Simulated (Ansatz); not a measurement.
# SiC: the band gap up the ladder of functionals

One table from this session's results is given with a row withheld; the runs are named, their logs left out.

Code: Ansatz 0.2.0. PAW datasets, plane waves. The values are computed, spin-unpolarised, and not measurements.

## The cell

The cell was relaxed beforehand with r2SCAN.

It is hexagonal, P6_3mc (No. 186); conventional cell a = 3.078 Å, c = 15.108 Å, 10.33 Å³ an atom. Around Si lie 4 C at 1.88–1.89 Å; around Si lie 4 C at 1.89 Å; around C lie 4 Si at 1.88–1.89 Å.

As a file:

```
CELL_PARAMETERS angstrom
3.07831 0.00000 0.00000
-1.53916 2.66590 0.00000
0.00000 0.00000 15.10822
ATOMIC_POSITIONS crystal
Si 0.33333 0.66667 0.83298
Si 0.66667 0.33333 0.33298
Si 0.66667 0.33333 0.66650
Si 0.33333 0.66667 0.16650
Si 0.00000 0.00000 0.49972
Si 0.00000 0.00000 0.99972
C 0.00000 0.00000 0.87437
C 0.00000 0.00000 0.37437
C 0.33333 0.66667 0.70800
C 0.66667 0.33333 0.20800
C 0.66667 0.33333 0.54153
C 0.33333 0.66667 0.04153
```

The first run:

input.yaml

```yaml
crystal:
  lattice:
    - [3.0783105055, 0.0, 0.0]
    - [-1.5391552527, 2.6658950985, 0.0]
    - [0.0, 0.0, 15.1082189049]
  atoms:
    - { symbol: Si, position: [0.3333333333, 0.6666666667, 0.8329803525] }
    - { symbol: Si, position: [0.6666666667, 0.3333333333, 0.3329803525] }
    - { symbol: Si, position: [0.6666666667, 0.3333333333, 0.6664987296] }
    - { symbol: Si, position: [0.3333333333, 0.6666666667, 0.1664987296] }
    - { symbol: Si, position: [0.0, 0.0, 0.4997152403] }
    - { symbol: Si, position: [0.0, 0.0, 0.9997152403] }
    - { symbol: C, position: [0.0, 0.0, 0.8743698196] }
    - { symbol: C, position: [0.0, 0.0, 0.3743698196] }
    - { symbol: C, position: [0.3333333333, 0.6666666667, 0.7080026913] }
    - { symbol: C, position: [0.6666666667, 0.3333333333, 0.2080026913] }
    - { symbol: C, position: [0.6666666667, 0.3333333333, 0.5415341665] }
    - { symbol: C, position: [0.3333333333, 0.6666666667, 0.0415341665] }
kpoints:
  mp_grid: { grid: [12, 12, 2] }
  band_path:
    path:
      - [[0.0, 0.0, 0.0], [0.5, 7.861596022379e-17, 5.144371627183e-35], [0.3333333333333, 0.3333333333333, -3.577713891349e-34], [0.0, 0.0, 0.0], [-1.561406848998e-52, 2.994871165712e-51, 0.5], [0.5, 7.861596022379e-17, 0.5], [0.3333333333333, 0.3333333333333, 0.5], [-1.561406848998e-52, 2.994871165712e-51, 0.5]]
      - [[0.5, 7.861596022379e-17, 0.5], [0.5, 7.861596022379e-17, 5.144371627183e-35]]
      - [[0.3333333333333, 0.3333333333333, 0.5], [0.3333333333333, 0.3333333333333, -3.577713891349e-34]]
    npoints: 10
hamiltonian:
  xc: pbe
scf:
  occupations: { method: fermi_dirac, width: 0.02 }
  n_extra_bands: 7
output:
  forces: true
  stress: true
  eigenvalues: true
```

Started as:

```sh
$ ansatz run input.yaml --threads 4 --pin off --max-ram 7372MiB --backend cpu --events-out ev --progress --plain --runs-dir out
```

Steps of the session up to this table: Band structure with PBE; Single point with r2SCAN; HSE06 at the same geometry; PBE0; Single point with LDA; DDH-PBE0 at the same geometry; r2SCANh.

One table of the session follows, with a row left open; its other results are not shown here.

```
   level  gap (eV)
     PBE         ?
  r2SCAN      2.39
   HSE06      2.91
    PBE0      3.64
     LDA      1.97
DDH-PBE0      2.93
 r2SCANh      2.97
```

Q: Estimate the row for PBE from the others.

The run gave: gap (eV): 2.02. In the column «gap (eV)» it lies between LDA (1.97) and r2SCAN (2.39).

Meshes: PBE 12×12×2, r2SCAN 12×12×2, HSE06 6×6×2, PBE0 6×6×2, LDA 12×12×2, DDH-PBE0 6×6×2, r2SCANh 6×6×2

What this shows: The gap runs from 1.97 eV (LDA) to 3.64 eV (PBE0). Against HSE06, PBE is short by 0.89 eV, at 69 % of it, and r2SCAN 82 %. PBE0 lies 0.73 eV above HSE06, which differs from it by screening the long-range exchange.

To keep in mind: Warnings in the runs' records: stress exchange threshold loose, stress scf threshold loose.
